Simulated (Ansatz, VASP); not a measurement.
**Os in VASP and in Ansatz**

INCAR

```
SYSTEM = Os
  PREC = Accurate
  ENCUT = 520
  EDIFF = 1E-6
  ISMEAR = -1
  SIGMA = 0.05
  LREAL = .False.
  LASPH = .True.
  NELM = 80
  ALGO = Normal
  ISIF = 2
  LWAVE = .False.
  LCHARG = .False.
  GGA = PS
  NBANDS = 10
```

KPOINTS

```
Automatic mesh
0
Gamma
  14 14 14
  0 0 0
```

POSCAR

```
Os
1.0
    0.0000000000      1.9187129938      1.9187129938
    1.9187129938      0.0000000000      1.9187129938
    1.9187129938      1.9187129938      0.0000000000
Os
1
Direct
    0.0000000000      0.0000000000      0.0000000000
```

Input for Ansatz:

```yaml
crystal:
  lattice:
    - [0.0, 1.9187129938, 1.9187129938]
    - [1.9187129938, 0.0, 1.9187129938]
    - [1.9187129938, 1.9187129938, 0.0]
  atoms:
    - { symbol: Os, position: [0.0, 0.0, 0.0] }
kpoints:
  mp_grid: { grid: [14, 14, 14] }
  band_path:
    path:
      - [0.0, 0.0, 0.0]
      - [0.5, 0.0, 0.5]
      - [0.625, 0.25, 0.625]
      - [0.375, 0.375, 0.75]
      - [0.0, 0.0, 0.0]
      - [0.5, 0.5, 0.5]
      - [0.5, 0.25, 0.75]
      - [0.5, 0.0, 0.5]
    npoints: 5
scf:
  occupations: { method: fermi_dirac, width: 0.05 }
hamiltonian:
  xc: pbesol
  pseudopotentials: { kind: all_electron, lapw: { basis_error: 0.0005 } }
output:
  forces: true
  stress: true
  eigenvalues: true
```

Change from the starting cell: volume scaled by 0.96.

Alike in both runs: task single point; functional PBEsol; k mesh 14 × 14 × 14; occupations fermi-dirac, width 0.05 eV; no spin polarisation.

```csv
,VASP,Ansatz
version,VASP 6.6.1,Ansatz 0.2.0
potentials or method,"VASP PAW PBE potentials, release 64 (Os)","all-electron LAPW, scalar-relativistic"
plane-wave cutoff (eV),520,see its input
```

```tsv
	VASP	Ansatz	Ansatz less VASP
pressure (GPa)	-4.8	-5.1	-0.35
```

Ansatz ran all-electron here, so the differences hold the error of VASP's frozen core and of both bases.

Caveats: the PAW data sets were made with another functional, which shifts forces and pressure a little (VASP). Spin-orbit coupling is left out, which matters for the levels of Os.
